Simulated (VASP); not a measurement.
**Shielding tensors and field gradients of CaO**

Aim: NMR shielding tensors and field gradients of CaO. The cell has space group P6_3/mmc, a computed entry that need not be the common form of this compound. The start is a computed cell from the Materials Project.

Method: LDA; plane waves and PAW (Ca_sv, O), in the first sound run; inputs show where later runs differ, in VASP 6.6.1.

**1. Set-up**

The structure is hexagonal, space group P6_3/mmc (No. 194). Conventional cell: a = 3.992 Å, b = 3.992 Å, c = 4.785 Å, α = 90.00°, β = 90.00°, γ = 120.00°. Nearest to Ca lie 5 O at 2.30 to 2.39 Å. Nearest to O lie 5 Ca at 2.30 to 2.39 Å. Farther neighbours and most contacts between anions are not listed.

As a file:

```xyz
4
Lattice="3.9920 0.0000 0.0000 -1.9960 3.4572 0.0000 0.0000 0.0000 4.7848" Properties=species:S:1:pos:R:3 pbc="T T T"
Ca    1.9960    1.1524    1.1962
Ca    0.0000    2.3048    3.5886
O     1.9960    1.1524    3.5886
O     0.0000    2.3048    1.1962
```

**2. Ground state**

A ground-state run shows first whether the cell has a gap, which the next steps need; its size sets how fine their mesh has to be.

INCAR reads:

```
SYSTEM = CaO
PREC = Accurate
ENCUT = 520
EDIFF = 1E-07
NELM = 100
ISMEAR = 0
SIGMA = 0.01
LREAL = .FALSE.
ALGO = Normal
GGA = CA
NBANDS = 22
LORBIT = 11
LWAVE = .FALSE.
LCHARG = .FALSE.
KPAR = 4
```

POSCAR reads:

```
CaO
1.0
    3.9919758245      0.0000000000      0.0000000000
   -1.9959879122      3.4571524753      0.0000000000
    0.0000000000      0.0000000000      4.7848400100
Ca O
2 2
Direct
    0.6666666667      0.3333333333      0.2500000000
    0.3333333333      0.6666666667      0.7500000000
    0.6666666667      0.3333333333      0.7500000000
    0.3333333333      0.6666666667      0.2500000000
```

KPOINTS reads:

```
Automatic mesh
0
Gamma
6 6 4
0 0 0
```

The projector-augmented-wave data sets are Ca_sv and O (PBE family, release 64).

Started as:

```console
mpirun -np 4 vasp_std
```

What it wrote:

```text
[banner, memory and clock lines left out]
running    4 mpi-ranks, on    1 nodes
 distrk:  each k-point on    1 cores,    4 groups
 distr:  one band on    1 cores,    1 groups

 POSCAR found type information on POSCAR CaO
 POSCAR found :  2 types and       4 ions
|                                                                             |
|               ----> ADVICE to this user running VASP <----                  |
|                                                                             |
|     You enforced a specific xc type in the INCAR file but a different       |
|     [... a line on the potential file left out ...]
|     I HOPE YOU KNOW WHAT YOU ARE DOING!                                     |
|                                                                             |

 LDA part: xc-table for (Slater(with rela. corr.)+CA(PZ))
 , standard interpolation
 POSCAR, INCAR and KPOINTS ok, starting setup
 FFT: planning ... GRIDC
 FFT: planning ... GRID_SOFT
 FFT: planning ... GRID
 WAVECAR not read
 entering main loop
       N       E                     dE             d eps       ncg     rms          rms(c)
DAV:   1     0.315485418727E+03    0.31549E+03   -0.16721E+04   924   0.145E+03
DAV:   2    -0.379831915610E+01   -0.31928E+03   -0.30254E+03  1032   0.407E+02
DAV:   3    -0.315908811045E+02   -0.27793E+02   -0.27627E+02  1498   0.113E+02
DAV:   4    -0.325279249834E+02   -0.93704E+00   -0.93554E+00  1388   0.187E+01
DAV:   5    -0.325503156762E+02   -0.22391E-01   -0.22389E-01  1302   0.219E+00    0.124E+01
DAV:   6    -0.284075217466E+02    0.41428E+01   -0.22370E+01  1242   0.314E+01    0.564E+00
DAV:   7    -0.282420353498E+02    0.16549E+00   -0.26497E+00  1262   0.108E+01    0.272E+00
DAV:   8    -0.281237431450E+02    0.11829E+00   -0.35600E-01  1122   0.454E+00    0.770E-01
DAV:   9    -0.281127366746E+02    0.11006E-01   -0.75650E-02  1400   0.170E+00    0.217E-01
DAV:  10    -0.281138047112E+02   -0.10680E-02   -0.87514E-03  1198   0.617E-01    0.113E-01
DAV:  11    -0.281135946849E+02    0.21003E-03   -0.36314E-03  1170   0.338E-01    0.708E-02
DAV:  12    -0.281135166501E+02    0.78035E-04   -0.56419E-04  1146   0.167E-01    0.698E-03
DAV:  13    -0.281135191797E+02   -0.25296E-05   -0.30273E-05  1358   0.365E-02    0.280E-03
DAV:  14    -0.281135191590E+02    0.20688E-07   -0.10808E-06  1366   0.631E-03    0.103E-03
DAV:  15    -0.281135191434E+02    0.15636E-07   -0.78628E-08   812   0.228E-03
   1 F= -.28113519E+02 E0= -.28113519E+02  d E =-.309334E-34
```

The job ended after 6.6 s (4 MPI ranks of AMD EPYC 9R45, shared host; peak memory 0.59 GiB).

The logs omit lines about the potential files and the build; timing stands in the text.

From OUTCAR (step 2):

```text
ion  position               nearest neighbor table
   1  0.667  0.333  0.250-   4 2.30   4 2.30   4 2.30   3 2.39   3 2.39
   2  0.333  0.667  0.750-   3 2.30   3 2.30   3 2.30   4 2.39   4 2.39
   3  0.667  0.333  0.750-   2 2.30   2 2.30   2 2.30   1 2.39   1 2.39
   4  0.333  0.667  0.250-   1 2.30   1 2.30   1 2.30   2 2.39   2 2.39

  LATTYP: Found a hexagonal cell.
 ALAT       =     3.9919758245
 C/A-ratio  =     1.1986144757

 Subroutine GETGRP returns: Found 24 space group operations
 (whereof 12 operations were pure point group operations)

The static configuration has the point symmetry D_3d.
 The point group associated with its full space group is D_6h.

 Found     21 irreducible k-points:

   k-points           NKPTS =     21   k-points in BZ     NKDIM =     21   number of bands    NBANDS=     22

   dimension x,y,z NGX =    30 NGY =   30 NGZ =   36
   dimension x,y,z NGXF=    60 NGYF=   60 NGZF=   72

   ENCUT  =  520.0 eV  38.22 Ry    6.18 a.u.   7.42  7.42  8.90*2*pi/ulx,y,z

   NELECT =      32.0000    total number of electrons

 k-points in reciprocal lattice and weights: Automatic mesh
   0.00000000  0.00000000  0.00000000       0.007
   0.16666667  0.00000000  0.00000000       0.042
   0.33333333 -0.00000000  0.00000000       0.042
   0.50000000  0.00000000  0.00000000       0.021
   0.16666667  0.16666667  0.00000000       0.042
   0.33333333  0.16666667  0.00000000       0.083
   0.33333333  0.33333333  0.00000000       0.014
   0.00000000  0.00000000  0.25000000       0.014
   0.16666667  0.00000000  0.25000000       0.083
[...]
0.33333333  0.16666667  0.50000000       0.083
   0.33333333  0.33333333  0.50000000       0.014

 average (electrostatic) potential at core
       1 -44.8141       2 -44.8141       3 -71.2472       4 -71.2472

 E-fermi :   1.0151

 k-point     1 :       0.0000    0.0000    0.0000
  band No.  band energies     occupation
    ...
     12      -0.2837      2.00000
     13      -0.2428      2.00000
     14      -0.2428      2.00000
     15      -0.1730      2.00000
     16       0.9318      2.00000
     17       3.9373      0.00000
     18       6.9299      0.00000
     19       6.9299      0.00000
     20       8.5476      0.00000
     21       8.5874      0.00000
    ...

 k-point     2 :       0.1667    0.0000    0.0000
  band No.  band energies     occupation
    ...
     12      -0.2637      2.00000
     13      -0.2287      2.00000
     14      -0.1458      2.00000
     15      -0.0301      2.00000
     16       0.8097      2.00000
     17       4.7091      0.00000
     18       6.6366      0.00000
     19       6.8160      0.00000
     20       8.5940      0.00000
     21       8.7666      0.00000
    ...

 k-point     3 :       0.3333   -0.0000    0.0000
  band No.  band energies     occupation
    ...
     12      -0.2166      2.00000
     13      -0.0462      2.00000
     14      -0.0370      2.00000
     15       0.3468      2.00000
     16       0.5305      2.00000
     17       5.6568      0.00000
     18       6.1992      0.00000
     19       6.3108      0.00000
     20       8.0457      0.00000
     21       8.7799      0.00000
    ...

  Total       -2.0191461     -2.0191461     -2.3207375     -0.0000000     -0.0000000      0.0000000
  in kB      -48.9896638    -48.9896638    -56.3070463     -0.0000000     -0.0000000      0.0000000
  external PRESSURE =     -51.4287913 kB  Pullay stress =       0.0000000 kB

  energy-cutoff  :      520.00
  volume of cell :       66.03
      direct lattice vectors                 reciprocal lattice vectors
     3.991975824  0.000000000  0.000000000     0.250502519  0.144627697  0.000000000
    -1.995987912  3.457152475  0.000000000     0.000000000  0.289255394  0.000000000
     0.000000000  0.000000000  4.784840010     0.000000000  0.000000000  0.208993404

 POSITION                                       TOTAL-FORCE (eV/Angst)
 -----------------------------------------------------------------------------------
      1.99599      1.15238      1.19621        -0.000000      0.000000      0.000000
     -0.00000      2.30477      3.58863        -0.000000     -0.000000      0.000000
      1.99599      1.15238      3.58863        -0.000000      0.000000      0.000000
     -0.00000      2.30477      1.19621         0.000000     -0.000000      0.000000
 -----------------------------------------------------------------------------------
    total drift:                               -0.000000      0.000000     -0.000000

  FREE ENERGIE OF THE ION-ELECTRON SYSTEM (eV)
  ---------------------------------------------------
  free  energy   TOTEN  =       -28.1135191434 eV

  energy  without entropy=      -28.1135191434  energy(sigma->0) =      -28.11351914

 total charge
# of ion       s       p       d       tot
------------------------------------------
    1        2.042   5.869   0.322   8.233
    2        2.042   5.869   0.322   8.233
    3        1.540   3.421   0.000   4.961
    4        1.540   3.421   0.000   4.961
--------------------------------------------------
tot          7.164  18.580   0.644  26.388

[... 3 further parts left out ...]
```

The gap is read on the k-mesh alone, so it is an upper bound where the band edges lie off the mesh. The PAW data sets were made with PBE, though LDA sets exist; this is a small mismatch.

A gap read on the k-mesh alone can miss the band edges.

This step gave:

```
free energy (TOTEN)            : -28.11 eV
Fermi energy                   : 1.015 eV
pressure                       : -5.143 GPa
gap on the k-mesh              : 3.006 eV
least direct gap on the k-mesh : 3.006 eV
```

The cell has a gap of 3.01 eV on this mesh and a pressure of -5.1 GPa, which holds the misfit of the given cell and coordinates with this functional, and any error of cutoff, mesh and data sets.

(Continued in part 2 of 3.)

[Lines on the potential files, build, host, timing and source positions are cut from VASP's logs without a mark.]

[Logs are printed without paths, hosts, clocks, repeated set-up lines and the standing remarks that a program may print on its own settings, such as how far it seeks lower states.]

[Hosts, paths, dates, database ids (printed as entryN), source tags and the programs' standing remarks are cut or masked in the printed files.]
